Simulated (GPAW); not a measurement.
# Cd (I4/mmm) in GPAW: single point with PBE

Aim: the single point of Cd with PBE.

Program: GPAW 26.7.0. These are calculated values, not measurements. Logs are shortened: lines on timing, memory, paths and dates and some standing lists are left out, and cuts for length are marked. The log counts tension as positive stress, the text compression.

## (1) The cell of the first run

Symmetry: I4/mmm, No. 139, tetragonal system. Conventional cell: a = 3.569 Å, b = 3.569 Å, c = 3.533 Å, α = 90.00°, β = 90.00°, γ = 90.00°. Around Cd (site symmetry 4/mmm) lie 10 Cd at 3.08 to 3.53 Å.

This isn't the form of Cd at room conditions, which is hcp.

## (2) Single point, PBE (strain = -0.01)

Contents of run.py:

```python
from ase.dft.bandgap import bandgap
from ase.io import read, write
from ase.units import GPa
from gpaw import GPAW, PW

atoms = read('Cd.xyz')

calc = GPAW(mode=PW(600),
            xc='PBE',
            kpts={'size': (10, 10, 10), 'gamma': True},
            occupations={'name': 'fermi-dirac', 'width': 0.05},
            nbands=13,
            convergence={'density': 1e-05, 'energy': 1e-05},
            maxiter=150,
            txt='gpaw.txt')
atoms.calc = calc
energy = atoms.get_potential_energy()
forces = atoms.get_forces()
stress = atoms.get_stress()
calc.write('gs.gpw')
write('result.traj', atoms)
print(f'Energy: {energy:.6f} eV')
print('Forces (eV/A):')
print(forces.round(4))
print('Stress (GPa):', (stress / GPa).round(3))
print('Fermi level:', round(calc.get_fermi_level(), 4), 'eV')
print(f'Gap: {bandgap(calc)[0]:.4f} eV, direct: {bandgap(calc, direct=True)[0]:.4f} eV')
```

Contents of Cd.xyz:

```xyz
1
Lattice="-1.7664787800 1.7843220000 1.7843220000 1.7664787800 -1.7843220000 1.7843220000 1.7664787800 1.7843220000 -1.7843220000" Properties=species:S:1:pos:R:3 pbc="T T T"
Cd     0.0000000000      0.0000000000      0.0000000000
```

Potentials or basis: GPAW PAW data sets (gpaw-data 1.2.1), pw.

Launch:

```sh
> OMP_NUM_THREADS=1 python run.py
```

gpaw.txt:

```text
__  _  _
 | _ |_)|_||  |
 |__||  | ||/\| - 26.7.0

Input parameters:
  mode=PW(ecut=600.0),
  convergence={'density': 1e-05, 'energy': 1e-05},
  kpts=MonkhorstPack(size=(10, 10, 10), gamma=True),
  maxiter=150,
  nbands=13,
  occupations=Occupations(name='fermi-dirac', width=0.05),
  xc=XC(name='PBE')

Diagonalizing LCAO Hamiltonian
Converting LCAO to pw mode

       Cd

Atoms  # Å, Bohr magnetons
|   | symbol |        x |        y |        z |    initial magnetic moments |
|---|--------|----------|----------|----------|-----------------------------|
| 0 |     Cd | 0.000000 | 0.000000 | 0.000000 | ( 0.0000,  0.0000,  0.0000) |

Unit cell  # Å
| periodic |         x |         y |         z |  lengths |     angles |
|----------|-----------|-----------|-----------|----------|------------|
|      yes | -1.766479 |  1.784322 |  1.784322 | 3.080269 | 110.013213 |
|      yes |  1.766479 | -1.784322 |  1.784322 | 3.080269 | 109.200906 |
|      yes |  1.766479 |  1.784322 | -1.784322 | 3.080269 | 109.200906 |

Number of symmetries: 16
Symmetry operations  # r_c * U_cc + t_c -> r_c
|    | kind |            matrix            |
|----|------|------------------------------|
|  0 |  σ   |  1, 1, 1,  0, 0,-1,  0,-1, 0 |
|  1 |  C2  |  1, 1, 1,  0,-1, 0,  0, 0,-1 |
|  2 |  E   |  1, 0, 0,  0, 1, 0,  0, 0, 1 |
|  3 |  σ   |  1, 0, 0,  0, 0, 1,  0, 1, 0 |
|  4 |  C2  |  0, 1, 0,  1, 0, 0, -1,-1,-1 |
|  5 |  S4  |  0, 1, 0, -1,-1,-1,  1, 0, 0 |
|  6 |  S4  |  0, 0, 1,  1, 0, 0, -1,-1,-1 |
|  7 |  C2  |  0, 0, 1, -1,-1,-1,  1, 0, 0 |
|  8 |  σ   |  0, 0,-1,  1, 1, 1, -1, 0, 0 |
|  9 |  C4  |  0, 0,-1, -1, 0, 0,  1, 1, 1 |
| 10 |  C4  |  0,-1, 0,  1, 1, 1, -1, 0, 0 |
| 11 |  σ   |  0,-1, 0, -1, 0, 0,  1, 1, 1 |
| 12 |  C2  | -1, 0, 0,  0, 0,-1,  0,-1, 0 |
| 13 |  i   | -1, 0, 0,  0,-1, 0,  0, 0,-1 |
| 14 |  σ   | -1,-1,-1,  0, 1, 0,  0, 0, 1 |
| 15 |  C2  | -1,-1,-1,  0, 0, 1,  0, 1, 0 |

BZ-sampling:
  Number of BZ points: 1000
  Number of IBZ points: 102

  Monkhorst-Pack size: [10, 10, 10]
  Monkhorst-Pack shift: [0.05, 0.05, 0.05]

K-points  # in reciprocal-cell coordinates
|     |                                coordinates |     weight |
|-----|--------------------------------------------|------------|
|   0 | (  0.00000000,   0.00000000,   0.00000000) | 0.00100000 |
|   1 | (  0.10000000,  -0.10000000,  -0.10000000) | 0.00200000 |
|   2 | (  0.10000000,   0.00000000,  -0.10000000) | 0.00800000 |
|   3 | (  0.10000000,   0.00000000,   0.00000000) | 0.00400000 |
|   4 | (  0.10000000,   0.10000000,  -0.10000000) | 0.00400000 |
|   5 | (  0.20000000,  -0.20000000,  -0.20000000) | 0.00200000 |
|   6 | (  0.20000000,  -0.10000000,  -0.20000000) | 0.00800000 |
|   7 | (  0.20000000,  -0.10000000,  -0.10000000) | 0.00800000 |
|   8 | (  0.20000000,   0.00000000,  -0.20000000) | 0.00800000 |
|   9 | (  0.20000000,   0.00000000,  -0.10000000) | 0.01600000 |
| ... |                                            |            |
| 101 | (  0.50000000,   0.50000000,   0.50000000) | 0.00100000 |

Plane wave coefficients: 766
Cutoff: 600.0 eV

Spin-components: 1 (collinear spins)
Bands:           13
Projectors:      6
Spin-degeneracy: 2
Datatype:        complex128

Parallelization:
  kpt:    1
  domain: 1
  band:   1

Density:
  Valence electrons: 12.0
  Components: 1
  Grid points: [18 18 18]
  Charge: 0.0  # |e|

Potential:
  Grid points: [18 18 18]

species:
  Cd:
    name:    Cadmium
    Z:       48.0
    valence: 12
    core:    36
    charge:  0.0  # [|e|]
    compensation charges:
      type: gauss
      rc: 0.38  # [Å]
      lmax: 2
    cutoffs:
      filter: 2.12  # [Å]
      core: 2.62  # [Å]
    projectors
    | kind |    occ | energy [eV] | rcut [Å] |
    |------|--------|-------------|----------|
    |   5s |  2.000 |      -5.655 |    1.191 |
    |   5p |  0.000 |      -1.186 |    1.228 |
    |   4d | 10.000 |     -11.739 |    1.164 |
    |    s |        |      21.556 |    1.191 |
    |    p |        |      26.026 |    1.228 |
    |    d |        |      15.473 |    1.164 |

    Using partial waves for Cd as LCAO basis

Reference energy: -152173.118336  # eV

eigensolver:
  PPCG
  Converge bands: occupied
  niter=2

density mixing:
  MSR1-Mixer
  Pratt-step length: 0.05
  Maximum mixing coefficient: 0.75
  Old densities: 10
  SVD Regularization: 0.005
  Good broyden scale: 1.0
  Trust region scale: 1.0
  Backstep threshold: 4.0
  History deletion threshold: 6.0
  Fourier metric: weight=20.0, sigma=0.015

occupation numbers:
  Fermi-Dirac:
    width: 0.0500  # eV

poisson solver:
  ecut: 4800.0  # eV

xc functional:
  name: PBE with 2 nearest neighbor stencil

convergence criteria:
[... 6 lines left out ...]
|iter     | |      energy | eigst |  dens |
|---------|-|-------------|-------|-------|
|iter:   1| |   -0.918162 | -0.70 |       |
|iter:   2| |   -0.910984 | -2.80 | -1.45 |
|iter:   3| |   -0.881273 | -2.36 | -1.48 |
|iter:   4| |   -0.880915 | -3.84 | -1.98 |
|iter:   5| |   -0.880808 | -4.27 | -2.50 |
|iter:   6| |   -0.880809c| -7.23 | -4.21 |
|iter:   7| |   -0.880809c| -8.29c| -4.57 |
|iter:   8| |   -0.880809c| -9.25c| -5.81c|

Converged in 8 steps
Energy contributions relative to reference atoms: (reference = -152173.118336)

Energy contributions:
  Kinetic:           5.795782
  Coulomb:          -4.337390
  Zero:              0.104278
  External:          0.000000
  Xc:               -2.441001
  Entropy:          -0.004956
  Spinorbit:         0.000000
  ----------------------------
  Free energy:      -0.883287
  Extrapolated:     -0.880809

dipole moment: (-5.847515, -5.906581, -5.906581)  # |e|*Ang

Fermi level: 7.368
Eigenvalues  # (at kpt = [0.000, 0.000, 0.000])
| band index |      eig [eV] | occ [0-2] |
|------------|---------------|-----------|
|          0 |        -1.933 |     2.000 |
|          1 |        -1.914 |     2.000 |
|          2 |        -1.914 |     2.000 |
|          3 |        -1.391 |     2.000 |
|          4 |        -1.316 |     2.000 |
|          5 |        -1.294 |     2.000 |
|          6 |        22.020 |     0.000 |
|          7 |        22.020 |     0.000 |
|          8 |        22.181 |     0.000 |
|          9 |        23.085 |     0.000 |
|         10 |        23.085 |     0.000 |
|         11 |        23.220 |     0.000 |
|         12 |        25.615 |     0.000 |

No gap
No difference between direct/indirect transitions

Forces  # eV/Ang
|       x |        y |        z |
|---------|----------|----------|
| 0.00000 | -0.00000 | -0.00000 |  # Cd   0

Stress tensor  # eV/Ang^3
|         x |         y |         z |
|-----------|-----------|-----------|
| -0.000791 |  0.000000 |  0.000000 |
|  0.000000 | -0.009715 | -0.000000 |
|  0.000000 | -0.000000 | -0.009715 |

# Writing to gs.gpw (mode='')
```

stdout:

```text
Energy: -0.880809 eV
Forces (eV/A):
[[ 0. -0. -0.]]
Stress (GPa): [-0.127 -1.556 -1.556 -0.     0.     0.   ]
Fermi level: 7.3679 eV
Gap: 0.0000 eV, direct: 0.0000 eV
```

Wall time 19 s (1 thread of Arm Neoverse V1, shared host); peak memory 0.15 GiB.

Results:

```
Free energy            : -0.8833 eV
Pressure               : 1.1 GPa
Band gap on the k mesh : none (metal or under the smearing width)
```

Levels at points of the mesh, in eV from the Fermi level:
```tsv
k point	band 3	band 4	band 5	band 6	band 7	band 8	band 9
(0.00, 0.00, 0.00)	-9.28	-8.76	-8.68	-8.66	14.65	14.65	14.81
(0.50, 0.00, 0.00)	-8.72	-8.65	-8.25	-2.21	-1.13	9.08	9.71
(0.50, 0.50, 0.00)	-8.70	-8.64	-8.25	-2.17	-1.04	8.90	9.52
(0.50, 0.50, 0.50)	-8.35	-8.35	-8.35	3.13	3.13	3.37	5.43
```

Caveat: the density grid can change from cell to cell, which puts small steps into energies and stress.
